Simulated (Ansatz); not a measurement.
BN, one cell by several methods

```
B N
1.0
     0.03615    1.82557    1.82557
     1.82557    0.03615    1.82557
     1.82557    1.82557    0.03615
B N
1 1
Direct
  0.00000 0.00000 0.00000
  0.75000 0.75000 0.75000
```

Atom numbers follow the list: B1, N2.

Conventional cell: a = 2.531 Å, b = 2.531 Å, c = 6.387 Å, α = 90.00°, β = 90.00°, γ = 120.00°. B (atom 1) is surrounded by 4 N at 1.55 to 1.60 Å. N (atom 2) has 4 B at 1.55 to 1.60 Å as nearest neighbours.

The geometry is COD entry 9008834, unchecked; take it as a test cell. The listed cell was then made from it by scaling, straining or moving an atom.

Methods: DFT, LDA, PAW with Ansatz's default frozen-core files, scalar-relativistic (Ansatz 0.2.0); DFT, LDA, all-electron LAPW, scalar-relativistic (Ansatz 0.2.0).

For PAW: a Γ-centred 11×11×11 k mesh, Fermi–Dirac smearing of 0.02 eV, cutoff 420 eV, no spin polarisation; the PAW files were made with PBE, and the program remakes their frozen cores for this functional. LAPW targets a basis error of 0.5 meV/atom. The Ansatz runs share mesh, smearing and spin set-up. Plane-wave (PAW) pressures include the program's estimate of the Pulay term.

Stress and pressure are positive in compression.

The change that made this cell: equal xy, yz and zx engineering shear strains of +2 %.

PAW results:

| quantity | PAW |
| --- | --- |
| pressure (GPa) | -10.43 |
| stress yz (GPa) | -8.72 |
| stress xz (GPa) | -8.72 |
| stress xy (GPa) | -8.72 |
| band gap (eV) | 4.397 |

(1) What does all-electron LAPW give for the same quantities?

Answers

(1) 
| quantity | LAPW |
| --- | --- |
| pressure (GPa) | -10.31 |
| stress yz (GPa) | -8.74 |
| stress xz (GPa) | -8.74 |
| stress xy (GPa) | -8.74 |
| band gap (eV) | 4.286 |
